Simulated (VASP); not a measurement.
HfO2: relaxation of cell and atoms with PBE

The system is HfO2.

```xyz
12
Lattice="5.5564 0.0000 0.0000 0.0000 3.3336 0.0000 0.0000 0.0000 6.5050" Properties=species:S:1:pos:R:3 pbc="T T T"
Hf    4.1600    2.5002    3.9542
Hf    1.3964    0.8334    2.5508
Hf    1.3818    2.5002    5.8033
Hf    4.1746    0.8334    0.7017
O     3.5533    0.8334    2.7542
O     2.0031    2.5002    3.7508
O     0.7751    0.8334    0.4983
O     4.7813    2.5002    6.0067
O     2.8937    0.8334    5.4736
O     2.6627    2.5002    1.0313
O     0.1155    0.8334    4.2838
O     5.4409    2.5002    2.2212
```

Measurements of this composition are mostly on another form, of space group No. 14.

```json
{"Program": "VASP 6.6.1", "Task": "relaxation of cell and atoms", "Functional": "PBE", "Potentials or basis": "VASP PAW PBE potentials, release 64 (Hf_pv, O)", "Cutoff": "600 eV", "k mesh": "4 × 6 × 3", "Occupations": "fermi-dirac, width 0.05 eV", "Spin": "no spin polarisation", "Further INCAR settings": "ALGO = Normal; EDIFF = 1e-06; IBRION = 2; EDIFFG = -0.02; NSW = 40; ISIF = 3"}
```

* Relaxed volume: 10.02 Å³/atom
* Relaxed cell: a = 5.552 Å, b = 3.331 Å, c = 6.500 Å, α = 90.00°, β = 90.00°, γ = 90.00°
* Space group after relaxing (to 0.05 Å): Pnma (No. 62)
* Energy gained by relaxing: 0.1 meV/atom
* Ionic steps: 3
* Pressure after relaxing: 0.2 GPa
* Largest force after relaxing: 0.005 eV/Å
* Band gap on the k mesh: 3.41 eV, direct

Forces on the atoms (eV/Å):
```
Hf   0.001  0.000  0.003
Hf  -0.001  0.000 -0.003
Hf   0.001  0.000 -0.003
Hf  -0.001  0.000  0.003
O    0.000  0.000 -0.002
O    0.000  0.000  0.002
O    0.000  0.000  0.002
O    0.000  0.000 -0.002
O   -0.001  0.000 -0.005
O    0.001  0.000  0.005
O   -0.001  0.000  0.005
O    0.001  0.000 -0.005
```

The path:
```tsv
step	energy change (eV)	largest force (eV/Å)	pressure (GPa)	volume (Å³)
1	0.0000	0.0137	-0.70	120.49
2	0.0009	0.0342	0.97	119.73
3	-0.0007	0.0049	0.22	120.20
```

Final structure:
```
Hf O
1.0
     5.55198    0.00000    0.00000
     0.00000    3.33083    0.00000
     0.00000    0.00000    6.49999
Hf O
4 8
Direct
  0.74870 0.75000 0.60784
  0.25130 0.25000 0.39216
  0.24870 0.75000 0.89216
  0.75130 0.25000 0.10784
  0.63950 0.25000 0.42340
  0.36050 0.75000 0.57660
  0.13950 0.25000 0.07660
  0.86050 0.75000 0.92340
  0.52079 0.25000 0.84149
  0.47921 0.75000 0.15851
  0.02079 0.25000 0.65851
  0.97921 0.75000 0.34149
```

Levels at points of the mesh, in eV from the valence-band top:
| k point | band 40 | band 41 | band 42 | band 43 | band 44 | band 45 | band 46 | band 47 | band 48 | band 49 |
| --- | --- | --- | --- | --- | --- | --- | --- | --- | --- | --- |
| (0.00, 0.00, 0.00) | -0.85 | -0.83 | -0.34 | -0.05 | 0.00 | 3.41 | 4.34 | 4.43 | 4.96 | 5.62 |
| (0.50, 0.00, 0.00) | -0.97 | -0.82 | -0.82 | -0.34 | -0.34 | 4.25 | 4.25 | 5.47 | 5.47 | 5.62 |
| (0.00, 0.50, 0.00) | -1.51 | -0.79 | -0.79 | -0.70 | -0.70 | 5.13 | 5.13 | 5.95 | 5.95 | 6.02 |
| (0.50, 0.50, 0.00) | -1.22 | -0.73 | -0.73 | -0.73 | -0.73 | 5.65 | 5.65 | 5.65 | 5.65 | 6.65 |

Run time: 5.7 min on 1 thread of Intel(R) Xeon(R) Platinum 8488C (Sapphire Rapids), on a shared host, peak memory 0.34 GiB.

Caveat: spin-orbit coupling is left out, which moves the levels of the heavy elements; an odd mesh through Γ misses points on the zone boundary, where band edges often lie. Expect the measured gap to be larger: semilocal functionals such as PBE lack the derivative discontinuity.
